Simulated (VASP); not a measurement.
The system is SiC.

```
CELL_PARAMETERS angstrom
0.00000 2.17911 2.17911
2.17911 0.00000 2.17911
2.17911 2.17911 0.00000
ATOMIC_POSITIONS crystal
Si 0.75000 0.75000 0.75000
C 0.00000 0.00000 0.00000
```

The cell is a database's computed one.

Base run:

- Program: VASP 6.6.1
- Functional: r2SCAN
- Potentials or basis: VASP PAW PBE potentials, release 64 (Si, C)
- Cutoff: 520 eV
- k mesh: 10 × 10 × 10
- Occupations: gaussian, width 0.02 eV
- Spin: no spin polarisation

Its results: band gap on the k mesh 1.73 eV, indirect (least direct gap 5.06 eV).

The run is repeated on the same cell with these changes: functional from r2SCAN to PBEsol; further incar settings from ALGO = Normal; EDIFF = 1e-07; NBANDS = 11 to ALGO = Fast; EDIFF = 1e-07; NBANDS = 11. What comes out?

Band gap on the k mesh 1.23 eV, indirect (least direct gap 4.44 eV).
